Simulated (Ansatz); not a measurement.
## GeO2: response to strain

The reference is GeO2 in the rutile structure (space group P4_2/mnm, No. 136; a = 4.4875 Å, c = 2.9050 Å). Axes: x, y, z lie along a, b, c of the conventional cell.

Strains are applied to the cell and any free atomic positions relax; under biaxial strain the out-of-plane vector relaxes too; under stress the whole cell relaxes.

Computed with plane-wave PAW DFT at the PBE level (Ansatz, a program for electronic structure, 420 eV), without spin-orbit coupling.

```tsv
change	shortest interatomic distance	electron mass
base	1.899 Å	0.19 mₑ along c, 0.22 mₑ across (at Γ)
biaxial strain −1.97 %, plane normal [001], relaxed out of plane	1.902 Å	0.19 mₑ out of plane, 0.23 mₑ in plane (at Γ)
biaxial strain +1.46 %, plane normal [001], relaxed out of plane	1.896 Å	0.19 mₑ out of plane, 0.22 mₑ in plane (at Γ)
biaxial strain +4.62 %, plane normal [001], relaxed out of plane	1.887 Å	0.19 mₑ out of plane, 0.22 mₑ in plane (at Γ)
isotropic strain −5.42 %	1.814 Å	0.30 mₑ along c, 0.37 mₑ across (at Γ)
uniaxial stress, 1 GPa tension along z	1.902 Å	0.19 mₑ along z, 0.22 mₑ across (at Γ)
uniaxial stress, 5 GPa compression along z	?	?
```

What belongs in the blanks?


- uniaxial stress, 5 GPa compression along z, shortest interatomic distance: 1.888 Å
- uniaxial stress, 5 GPa compression along z, electron mass: 0.20 mₑ along z, 0.24 mₑ across (at Γ)

The levels and masses belong to the bands next to the band gap. Masses are band curvatures over ±0.01 Å⁻¹ around the edge. Beyond what the load breaks, stability against distortions was not tested.
